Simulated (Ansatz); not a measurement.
## Se started on a Si site in diamond Si, 64 atoms, charge +1

Method: DFT, PBEsol, PAW, plane waves in Ansatz 0.2.0.

Command:

```sh
ansatz run in.yaml --threads 8 --pin off --max-ram 118750MiB --runs-dir r --events-out ev --progress --plain --backend cuda --devices 0,
```

The input less its lattice and atoms (starting moments on atoms near the defect: 1 μB in all):

```yaml
crystal:
  symmetry: { detect: false }
kpoints:
  mp_grid: { grid: [1, 1, 1], shift: [0.25, 0.25, 0.25] }
hamiltonian:
  xc: pbesol
total_charge: 1
magnetization:
  spin_polarized: true
scf:
  occupations: { method: fermi_dirac, width: 0.01 }
relax:
  f_tol: 0.03
  max_steps: 80
  escape_saddle: false
  adjacent_minimum: "off"
output:
  forces: true
  eigenvalues: true
  populations: true
  charged_corrections: { epsilon: 11.7 }
```

Start:

```
Si Se
1.0
    10.86558    0.00000    0.00000
     0.00000   10.86558    0.00000
     0.00000    0.00000   10.86558
Si Se
63 1
Direct
  0.99956 0.00257 0.99852
  0.99824 0.00007 0.49664
  0.99825 0.50176 0.00088
  0.00349 0.50197 0.49846
  0.49804 0.00025 0.00024
  0.50032 0.00224 0.49979
  0.49919 0.50114 0.99929
  0.12843 0.12471 0.12723
  0.12722 0.12594 0.62644
  0.12466 0.62444 0.12618
  0.12444 0.62660 0.62377
  0.62460 0.12517 0.12574
  0.62472 0.12274 0.62477
  0.62528 0.62500 0.12734
  0.62289 0.62153 0.62406
  0.24965 0.25132 0.99668
  0.25017 0.25005 0.49964
  0.25213 0.74759 0.99986
  0.25004 0.75151 0.49977
  0.75434 0.24760 0.00064
  0.74912 0.25210 0.50070
  0.74808 0.75107 0.00149
  0.75225 0.75007 0.50302
  0.36974 0.37464 0.12761
  0.37485 0.37622 0.62299
  0.37490 0.87455 0.12729
  0.37446 0.87438 0.62231
  0.87349 0.37661 0.12408
  0.87305 0.37530 0.62523
  0.87284 0.87512 0.12420
  0.87550 0.87358 0.62620
  0.25011 0.00092 0.25091
  0.24701 0.00118 0.74940
  0.24955 0.50093 0.25273
  0.24743 0.49988 0.74781
  0.74910 0.00453 0.24929
  0.74656 0.99998 0.74680
  0.75158 0.50147 0.25128
  0.74914 0.50333 0.74813
  0.37565 0.12519 0.37436
  0.37422 0.12351 0.87523
  0.37571 0.62797 0.37496
  0.37522 0.62381 0.87718
  0.87819 0.12471 0.37590
  0.87397 0.12544 0.87711
  0.87512 0.62360 0.37446
  0.87677 0.62418 0.87354
  0.00269 0.25321 0.24891
  0.99781 0.24748 0.74820
  0.99950 0.75394 0.25122
  0.00053 0.75421 0.75088
  0.49882 0.25054 0.25272
  0.50082 0.25149 0.74896
  0.49981 0.75218 0.24984
  0.49514 0.74991 0.74734
  0.12283 0.37649 0.36837
  0.12435 0.37279 0.87533
  0.12190 0.87066 0.37329
  0.12348 0.87586 0.87405
  0.62415 0.37564 0.37238
  0.62612 0.37446 0.87711
  0.62456 0.87135 0.37485
  0.62281 0.87517 0.87221
  0.49939 0.50449 0.49937
```

Steps:

```tsv
step	energy less the first (eV)	largest force component (eV/Å)
start	0.000	1.671
1	-1.078	0.471
2	-1.152	0.218
3	-1.170	0.063
4	-1.171	0.018
```

A structure on the way, about -1.08 eV from the start:

```
Si Se
1.0
    10.86558    0.00000    0.00000
     0.00000   10.86558    0.00000
     0.00000    0.00000   10.86558
Si Se
63 1
Direct
  0.99953 0.00019 0.99907
  0.99852 0.99982 0.49800
  0.99858 0.49986 0.99928
  0.00089 0.50104 0.49994
  0.49858 0.00011 0.99893
  0.50026 0.00099 0.50055
  0.49998 0.50067 0.00038
  0.12506 0.12525 0.12434
  0.12515 0.12586 0.62632
  0.12460 0.62616 0.12468
  0.12408 0.62633 0.62568
  0.62595 0.12502 0.12478
  0.62576 0.12412 0.62550
  0.62560 0.62665 0.12443
  0.62774 0.62841 0.62940
  0.24898 0.25011 0.99825
  0.24906 0.24888 0.49753
  0.24966 0.75031 0.99956
  0.24803 0.75306 0.50201
  0.75123 0.24910 0.99957
  0.75220 0.24934 0.50225
  0.75022 0.75113 0.99994
  0.75083 0.75105 0.49764
  0.37304 0.37515 0.12336
  0.36875 0.36968 0.63296
  0.37418 0.87546 0.12513
  0.37351 0.87739 0.62485
  0.87417 0.37460 0.12442
  0.87592 0.37535 0.62510
  0.87439 0.87624 0.12362
  0.87378 0.87513 0.62615
  0.24878 0.00037 0.24868
  0.24814 0.00101 0.75041
  0.24836 0.49787 0.24951
  0.24746 0.50219 0.75226
  0.75027 0.00132 0.24894
  0.74882 0.00040 0.75017
  0.75194 0.50284 0.24856
  0.75016 0.49784 0.75083
  0.37485 0.12327 0.37449
  0.37396 0.12551 0.87481
  0.36930 0.63408 0.36964
  0.37465 0.62523 0.87762
  0.87582 0.12537 0.37436
  0.87506 0.12507 0.87603
  0.87656 0.62533 0.37430
  0.87490 0.62657 0.87422
  0.00072 0.25081 0.24945
  0.99832 0.24924 0.74984
  0.99949 0.75239 0.24884
  0.99967 0.75240 0.75045
  0.49676 0.24905 0.24855
  0.50256 0.24923 0.75170
  0.50201 0.75336 0.24858
  0.49477 0.75125 0.75039
  0.12296 0.37491 0.37367
  0.12402 0.37350 0.87487
  0.12350 0.87415 0.37296
  0.12431 0.87576 0.87462
  0.63300 0.36804 0.36761
  0.62522 0.37481 0.87738
  0.62519 0.87680 0.37461
  0.62524 0.87481 0.87404
  0.49904 0.50116 0.49919
```

End:

```xyz
64
Lattice="10.8656 0.0000 0.0000 0.0000 10.8656 0.0000 0.0000 0.0000 10.8656" Properties=species:S:1:pos:R:3 pbc="T T T"
Si   10.8605    0.0039   10.8622
Si   10.8508   10.8610    5.4178
Si   10.8508    5.4245   10.8554
Si    0.0037    5.4410    5.4339
Si    5.4144   10.8611   10.8553
Si    5.4325    0.0125    5.4341
Si    5.4325    5.4410    0.0057
Si    1.3549    1.3639    1.3560
Si    1.3478    1.3573    6.7908
Si    1.3484    6.7981    1.3500
Si    1.3557    6.8034    6.7952
Si    6.7894    1.3576    1.3502
Si    6.7950    1.3646    6.7953
Si    6.7955    6.8042    1.3559
Si    6.8574    6.8661    6.8584
Si    2.7076    2.7173   10.8556
Si    2.6948    2.7029    5.4031
Si    2.7065    8.1537   10.8634
Si    2.7001    8.1788    5.4517
Si    8.1461    2.7144   10.8637
Si    8.1704    2.7086    5.4511
Si    8.1489    8.1577   10.8613
Si    8.1562    8.1646    5.4000
Si    4.0680    4.0782    1.3434
Si    3.9718    3.9801    6.9072
Si    4.0634    9.5115    1.3555
Si    4.0715    9.5317    6.7911
Si    9.5015    4.0732    1.3554
Si    9.5212    4.0817    6.7911
Si    9.5059    9.5157    1.3567
Si    9.5030    9.5130    6.8008
Si    2.7068   10.8642    2.7103
Si    2.7056    0.0061    8.1472
Si    2.6945    5.4109    2.6974
Si    2.6981    5.4599    8.1728
Si    8.1455    0.0064    2.7076
Si    8.1471    0.0047    8.1502
Si    8.1701    5.4598    2.7006
Si    8.1551    5.4081    8.1578
Si    4.0700    1.3505    4.0704
Si    4.0648    1.3616    9.5047
Si    3.9773    6.9105    3.9757
Si    4.0733    6.7981    9.5239
Si    9.5030    1.3622    4.0659
Si    9.5068    1.3643    9.5078
Si    9.5228    6.7983    4.0734
Si    9.5051    6.8075    9.5053
Si   10.8557    2.7173    2.7095
Si   10.8617    2.7157    8.1464
Si   10.8624    8.1550    2.7074
Si   10.8617    8.1578    8.1493
Si    5.4018    2.7044    2.6962
Si    5.4514    2.7070    8.1732
Si    5.4516    8.1807    2.6994
Si    5.3977    8.1641    8.1558
Si    1.3419    4.0780    4.0711
Si    1.3515    4.0741    9.5048
Si    1.3521    9.5108    4.0669
Si    1.3555    9.5153    9.5081
Si    6.8982    3.9872    3.9785
Si    6.7900    4.0813    9.5248
Si    6.7900    9.5317    4.0739
Si    6.7970    9.5131    9.5058
Se    5.4208    5.4315    5.4247
```

The run converged.

Time: 8.8 s of wall time on one NVIDIA GB300 with 8 processor threads, on a host shared with other runs; peak host memory 2 GiB.

Q: How much energy did the relaxation gain, and which atom moved most?

A: 1.17 eV in 4 steps, from a start with small random displacements; atom 25 (Si) moved 0.20 Å, the median atom 0.04 Å (drift of the whole cell removed).

The moment started at 1 μB and ended at 1.0 μB; no other spin state is shown. The one k point has no symmetry partners, which can distort the end along one axis.
